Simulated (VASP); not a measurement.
Wanted: the native input for a VASP 6.6.1 run.

| Quantity | Value |
| --- | --- |
| Task | electron localisation function |
| Functional | PBE |
| Potentials or basis | VASP PAW PBE potentials, release 64 (Al, O) |
| Cutoff | 520 eV |
| k mesh | 11 × 11 × 3 |
| Occupations | gaussian, width 0.02 eV |
| Spin | no spin polarisation |
| Further INCAR settings | ALGO = Normal; EDIFF = 1e-06 |

The structure of Al2O3 lies in POSCAR:

```
Al2O3
1.0
    2.8843249483      0.0000000000      0.0000000000
   -1.4421624742      2.4978986780      0.0000000000
    0.0000000000      0.0000000000      9.3367544600
Al O
2 3
Direct
    0.0000000000      0.0000000000      0.8500076700
    0.0000000000      0.0000000000      0.1499923300
    0.3333333333      0.6666666667      0.7776830800
    0.6666666667      0.3333333333      0.0000000000
    0.3333333333      0.6666666667      0.2223169200
```

Measurements of this composition are mostly on another form, of space group No. 167.

The input as run:

INCAR

```
ALGO     = Normal         # electronic algorithm
EDIFF    = 1E-6           # SCF threshold, eV
ENCUT    = 520            # plane-wave cutoff, eV
GGA      = PE             # functional
ISIF     = 2              # what is computed and relaxed
ISMEAR   = 0              # smearing method
LASPH    = T              # aspherical terms in the spheres
LCHARG   = T              # write CHGCAR
LELF     = T              # ELF
LREAL    = F              # projectors in reciprocal space
LWAVE    = F              # write WAVECAR
NELM     = 100            # most SCF steps
PREC     = Accurate       # precision mode
SIGMA    = 0.02           # smearing width, eV
```

KPOINTS

```
k-points
0
Gamma
  11 11 3
```

Potentials or basis: VASP PAW PBE potentials, release 64 (Al, O).

Launch:

```bash
$ cat potpaw_PBE.64/Al/POTCAR potpaw_PBE.64/O/POTCAR > POTCAR
$ mpirun -np 1 vasp_std > vasp.out
```

Results of the run:

```yaml
Pressure: 0.1 GPa
Largest_force: 0.013 eV/Å
Band_gap_on_the_k_mesh: 4.77 eV, indirect (least direct gap 5.01 eV)
```

Caveat: an odd mesh through Γ misses points on the zone boundary, where band edges often lie.

It took 33 s on 1 thread of AMD EPYC 9R45 (Zen 5), on a shared host, peak memory 0.15 GiB.
